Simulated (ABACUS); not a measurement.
# WS2 in ABACUS: single point with PBE

Aim: the single point of WS2 with PBE.

Program: ABACUS 3.10.1. These are calculated values, not measurements. Logs are shortened: lines on timing, memory, paths and dates and some standing lists are left out, and cuts for length are marked.

### 1 The structure

The cell holds a slab with vacuum, 3 atoms: a = 3.184 Å, b = 3.184 Å, c = 16.951 Å, α = 90.00°, β = 90.00°, γ = 120.00°.

### 2 Single point, PBE

File run_abacus.py:

```python
"""ABACUS run from a structure file: ASE reads it, the script writes STRU, KPT and INPUT."""
import re
import subprocess
from ase.io import read
from ase.units import Bohr

atoms = read("POSCAR")
atoms = atoms[(-atoms.numbers).argsort(kind="stable")]  # ABACUS lists atoms element by element
pseudo = {'W': 'w_pbe_v1.2.uspp.F.UPF', 'S': 's_pbe_v1.4.uspp.F.UPF'}
orbital = {}
magmoms = None
kmesh = [8, 8, 2]
params = {
    'suffix': 'WS2',
    'calculation': 'scf',
    'basis_type': 'pw',
    'pseudo_dir': './',
    'symmetry': 1,
    'dft_functional': 'pbe',
    'ecutwfc': 40,
    'pseudo_rcut': 10,
    'nspin': 1,
    'nbands': 23,
    'ks_solver': 'dav',
    'smearing_method': 'fd',
    'smearing_sigma': 0.00367493,
    'scf_thr': 1e-08,
    'scf_nmax': 100,
    'mixing_type': 'broyden',
    'mixing_beta': 0.7,
    'cal_force': 1,
    'cal_stress': 1,
    'ecutrho': 320,
    'out_chg': 1,
    'out_pot': 2,
    'out_elf': 0,
    'kpar': 4,
}

symbols = atoms.get_chemical_symbols()
elements = list(dict.fromkeys(symbols))
lines = ["ATOMIC_SPECIES"] + [f"{e} {atoms.get_masses()[symbols.index(e)]:.4f} {pseudo[e]}" for e in elements]
if orbital:
    lines += ["", "NUMERICAL_ORBITAL"] + [orbital[e] for e in elements]
lines += ["", "LATTICE_CONSTANT", f"{1 / Bohr:.10f}", "", "LATTICE_VECTORS"]
lines += [" ".join(f"{x:.10f}" for x in v) for v in atoms.cell]
lines += ["", "ATOMIC_POSITIONS", "Direct"]
for e in elements:
    lines += ["", e, "0.0", str(symbols.count(e))]
    for i, p in enumerate(atoms.get_scaled_positions(wrap=False)):
        if symbols[i] == e:
            mag = "" if magmoms is None else " mag " + " ".join(str(x) for x in (magmoms[i] if isinstance(magmoms[i], list) else [magmoms[i]]))
            lines.append(" ".join(f"{x:.10f}" for x in p) + " 1 1 1" + mag)
open("STRU", "w").write("\n".join(lines) + "\n")
open("KPT", "w").write("K_POINTS\n0\nGamma\n%d %d %d 0 0 0\n" % tuple(kmesh))
open("INPUT", "w").write("INPUT_PARAMETERS\n" + "".join(f"{k:<20s}{v}\n" for k, v in params.items()))

done = subprocess.run(['mpirun', '-np', '4', 'abacus'])
if done.returncode:
    raise SystemExit(done.returncode)
log = open("OUT.WS2/running_scf.log").read()
print("final energy (eV):", re.findall(r"FINAL_ETOT_IS (\S+)", log))
```

File POSCAR:

```
WS2
1.0
    3.1835163552      0.0000000000      0.0000000000
   -1.5917581776      2.7570060369      0.0000000000
    0.0000000000      0.0000000000     16.9505778900
W S
1 2
Direct
    0.0000000000      0.0000000000      0.0000000000
    0.3333333333      0.6666666667      0.0920005100
    0.3333333333      0.6666666667      0.9079994900
```

Potentials or basis: GBRV ultrasoft 1.5 PBE, plane waves.

Run with:

```bash
$ OMP_NUM_THREADS=1 python run_abacus.py > log
```

running log:

```text
ABACUS v3.10.1

               Atomic-orbital Based Ab-initio Computation at UStc

 ------------------------------------------------------------------------------------

 READING GENERAL INFORMATION
                           global_out_dir = OUT.WS2/
                           global_in_card = INPUT
                               pseudo_dir = ./
                              orbital_dir =
                                    DSIZE = 4
                                    GSIZE = 1

 READING UNITCELL INFORMATION
                                    ntype = 2
                  lattice constant (Bohr) = 1.88973
              lattice constant (Angstrom) = 1

 READING ATOM TYPE 1
                               atom label = W
                      L=0, number of zeta = 1
                      L=1, number of zeta = 1
                      L=2, number of zeta = 1
             number of atom for this type = 1

 READING ATOM TYPE 2
                               atom label = S
                      L=0, number of zeta = 1
                      L=1, number of zeta = 1
                      L=2, number of zeta = 1
             number of atom for this type = 2

                        TOTAL ATOM NUMBER = 3
DIRECT COORDINATES
    atom                   x                   y                   z     mag                  vx                  vy                  vz
taud_W1            0.0000000000        0.0000000000        0.0000000000  0.0000        0.0000000000        0.0000000000        0.0000000000
taud_S1            0.3333333333        0.6666666667        0.0920005100  0.0000        0.0000000000        0.0000000000        0.0000000000
taud_S2            0.3333333333        0.6666666667        0.9079994900  0.0000        0.0000000000        0.0000000000        0.0000000000

                          Volume (Bohr^3) = 1003.98
                             Volume (A^3) = 148.775

 Lattice vectors: (Cartesian coordinate: in unit of a_0)
             +3.18352                  +0                  +0
             -1.59176            +2.75701                  +0
                   +0                  +0            +16.9506
 Reciprocal vectors: (Cartesian coordinate: in unit of 2 pi/a_0)
            +0.314118           +0.181356                  -0
                   -0           +0.362712                  -0
                   +0                  -0           +0.058995
 The esolver type has been set to : ksdft_pw

                PAO radial cut off (Bohr) = 10

 Read in pseudopotential file is w_pbe_v1.2.uspp.F.UPF
                     pseudopotential type = US
          exchange-correlation functional = PBE
                 nonlocal core correction = 1
                        valence electrons = 14
                                     lmax = 3
                           number of zeta = 5
                     number of projectors = 8
                           L of projector = 0
                           L of projector = 0
                           L of projector = 0
                           L of projector = 1
                           L of projector = 1
                           L of projector = 2
                           L of projector = 2
                           L of projector = 3
                PAO radial cut off (Bohr) = 10

 Read in pseudopotential file is s_pbe_v1.4.uspp.F.UPF
                     pseudopotential type = US
          exchange-correlation functional = PBE
                 nonlocal core correction = 1
                        valence electrons = 6
                                     lmax = 2
                           number of zeta = 2
                     number of projectors = 6
                           L of projector = 0
                           L of projector = 0
                           L of projector = 1
                           L of projector = 1
                           L of projector = 2
                           L of projector = 2
     initial pseudo atomic orbital number = 21

 SETUP THE ELECTRONS NUMBER
             electron number of element W = 14
       total electron number of element W = 14
             electron number of element S = 6
       total electron number of element S = 12
            AUTOSET number of electrons:  = 26
                           occupied bands = 13
                                   NBANDS = 23
                                   NLOCAL = 27

%%%%%%%%%%%%%%%%%%%%%%%%%%%%%%%%%%%%%%%%%%%%%%%%%%%%%%%%%%%%%%%%%%%%%%%%%%%%%%%%%%%%%%%%%%%%%%%%%%%%%%%%%%
 Warning: the number of valence electrons in pseudopotential > 6 for W: [Xe] 4f14 5d4 6s2
 Pseudopotentials with additional electrons can yield (more) accurate outcomes, but may be less efficient.
 If you're confident that your chosen pseudopotential is appropriate, you can safely ignore this warning.
%%%%%%%%%%%%%%%%%%%%%%%%%%%%%%%%%%%%%%%%%%%%%%%%%%%%%%%%%%%%%%%%%%%%%%%%%%%%%%%%%%%%%%%%%%%%%%%%%%%%%%%%%%

 SETUP THE PLANE WAVE BASIS
 energy cutoff for charge/potential (unit:Ry) = 160
            fft grid for charge/potential = [ 25, 25, 135 ]
                        fft grid division = [ 1, 1, 1 ]
[... 80 lines left out ...]
                                       C6 = 0
                                       S1 = 4
                                       S3 = 2
                                       S4 = 0
                                       S6 = 0
               POINT GROUP IN SPACE GROUP = D_3h

 SETUP K-POINTS
                                    nspin = 1
                   Input type of k points = Monkhorst-Pack(Gamma)
                                   nkstot = 128
                       right hand lattice = 1
(for reciprocal lattice: )
                             BRAVAIS TYPE = 4
                     BRAVAIS LATTICE NAME = 04. Hexagonal cell
                                    ibrav = 4
                       right hand lattice = 1
(for k-lattice: )
                             BRAVAIS TYPE = 4
                     BRAVAIS LATTICE NAME = 04. Hexagonal cell
                                    ibrav = 4
                       right hand lattice = 1
                        ROTATION MATRICES = 24
                               nkstot_ibz = 20
K-POINTS REDUCTION ACCORDING TO SYMMETRY
     IBZ    DIRECT_X    DIRECT_Y    DIRECT_Z  WEIGHT  ibz2bz
       1  0.00000000  0.00000000  0.00000000  0.0078       0
       2 -0.12500000  0.12500000  0.00000000  0.0469       1
       3 -0.25000000  0.25000000  0.00000000  0.0469       2
       4 -0.37500000  0.37500000  0.00000000  0.0469       3
       5  0.50000000  0.50000000  0.00000000  0.0234       4
       6 -0.12500000  0.25000000  0.00000000  0.0469       9
[... 12 lines left out ...]
      19  0.50000000  0.25000000  0.50000000  0.0469      82
      20  0.37500000  0.37500000  0.50000000  0.0469      83

                               nkstot now = 20
[... K-POINTS DIRECT COORDINATES: 20 rows ...]

           k-point number in this process = 5
       minimum distributed K point number = 5
[... stars of the k points ...]

[... K-POINTS CARTESIAN COORDINATES: 5 rows ...]

[... K-POINTS DIRECT COORDINATES: 5 rows ...]

 SETUP PLANE WAVES FOR WAVE FUNCTIONS
     energy cutoff for wavefunc (unit:Ry) = 40
              fft grid for wave functions = [ 25, 25, 135 ]
                    number of plane waves = 6729
                         number of sticks = 139

 PARALLEL PW FOR WAVE FUNCTIONS
     PROC   COLUMNS(POT)             PW
        1            139           6729
 --------------- sum -------------------
        1            139           6729

 SETUP NONLOCAL PSEUDOPOTENTIALS IN PLANE WAVE BASIS
 W non-local projectors:
 projector 1 L=0
 projector 2 L=0
 projector 3 L=0
 projector 4 L=1
 projector 5 L=1
 projector 6 L=2
 projector 7 L=2
 projector 8 L=3
 S non-local projectors:
 projector 1 L=0
 projector 2 L=0
 projector 3 L=1
 projector 4 L=1
 projector 5 L=2
 projector 6 L=2
      TOTAL NUMBER OF NONLOCAL PROJECTORS = 62

 Init Non-Local PseudoPotential table :
 Init Non-Local-Pseudopotential done.

                                     npwx = 4328

 Make real space PAO into reciprocal space.
       max mesh points in Pseudopotential = 745
     dq(describe PAO in reciprocal space) = 0.01
                                    max q = 763

 number of pseudo atomic orbitals for W is 5
WARNING: norm of atomic wavefunction # 3 of atomic type W is 0.999989, renormalized
WARNING: norm of atomic wavefunction # 4 of atomic type W is 0.999937, renormalized
WARNING: norm of atomic wavefunction # 5 of atomic type W is 0.99307, renormalized

 number of pseudo atomic orbitals for S is 2
WARNING: norm of atomic wavefunction # 2 of atomic type S is 0.999995, renormalized

 -------------------------------------------
 SELF-CONSISTENT
 -------------------------------------------
                                 init_chg = atomic

 PW ALGORITHM --------------- ION=   1  ELEC=   1--------------------------------

 Notice: Threshold on eigenvalues was too large.
 hsover_error=0.26 > DRHO=0.109713
 Origin diag ethr = 0.01
 New diag ethr = 0.000421975

 Density error is 0.108913960472
                          Error Threshold = 0.000421974797626
----------------------------------------------------------
     Energy           Rydberg                 eV
----------------------------------------------------------
 E_KohnSham     -207.4870780815      -2823.0065232799
 E_Harris       -206.1553934754      -2804.8880246979
 E_Fermi        0.0558256448         0.7595468639
----------------------------------------------------------
[... 135 lines left out ...]
 Density error is 3.2685353141e-10
                          Error Threshold = 4.16867828489e-11
----------------------------------------------------------
     Energy           Rydberg                 eV
----------------------------------------------------------
 E_KohnSham     -207.5145946613      -2823.3809055538
 E_KS(sigma->0) -207.5145946613      -2823.3809055537
 E_Harris       -207.5145465346      -2823.3802507564
 E_band         -34.3058243562       -466.7546858310
 E_one_elec     -863.1198819601      -11743.3484517446
 E_Hartree      432.0942426836       5878.9437734917
 E_xc           -58.2010938375       -791.8665060222
 E_Ewald        281.7121384527       3832.8902787216
 E_entropy(-TS) -0.0000000000        -0.0000000002
 E_descf        0.0000000000         0.0000000000
 E_exx          0.0000000000         0.0000000000
 E_Fermi        0.0948962363         1.2911295322
----------------------------------------------------------

 charge density convergence is achieved
 final etot is -2823.3809056 eV
 EFERMI = 1.2911295322 eV
The vacuum level is 6.0262283158 eV

 STATE ENERGY(eV) AND OCCUPATIONS    NSPIN == 1
 1/5 kpoint (Cartesian) = 0.0000 0.0000 0.0000 (4205 pws)
       1       -73.7324      0.0156250
       2       -37.9712      0.0156250
       3       -37.8211      0.0156250
       4       -37.8211      0.0156250
       5       -14.4896      0.0156250
       6       -12.8137      0.0156250
[... 115 lines left out ...]
      22        9.77183    1.01985e-75
      23        10.3903    4.32998e-81

------------------------------------------------------------------------------------------
 TOTAL-FORCE (eV/Angstrom)
------------------------------------------------------------------------------------------
                        W1         0.0000000000         0.0000000000         0.0000000000
                        S1         0.0000000000         0.0000000000         0.2921263317
                        S2         0.0000000000         0.0000000000        -0.2921263317
------------------------------------------------------------------------------------------

----------------------------------------------------------------
 TOTAL-STRESS (KBAR)
----------------------------------------------------------------
         1.2150356886         0.0000000000         0.0000000000
         0.0000000000         1.2150356887        -0.0000000000
        -0.0000000000         0.0000000000         5.8196362681
----------------------------------------------------------------
 TOTAL-PRESSURE: 2.749903 KBAR

 --------------------------------------------
 !FINAL_ETOT_IS -2823.3809055538249595 eV
 --------------------------------------------
```

Run time: 7.4 min. Hardware: 4 MPI ranks of Intel Xeon Platinum 8375C at 2.90GHz (Ice Lake), shared host; peak memory 2.8 GiB.

What came out:

| Quantity | Value |
| --- | --- |
| Free energy | -2823.3809 eV |
| Largest force | 0.292 eV/Å |
| Band gap on the k mesh | 2.06 eV, indirect (least direct gap 2.25 eV) |

Forces on the atoms (eV/Å):
```
W    0.000  0.000  0.000
S    0.000  0.000  0.292
S    0.000  0.000 -0.292
```

Caveat: spin-orbit coupling is left out, which moves the levels of the heavy elements. A hybrid or GW would open this gap; PBE tends to underestimate it.
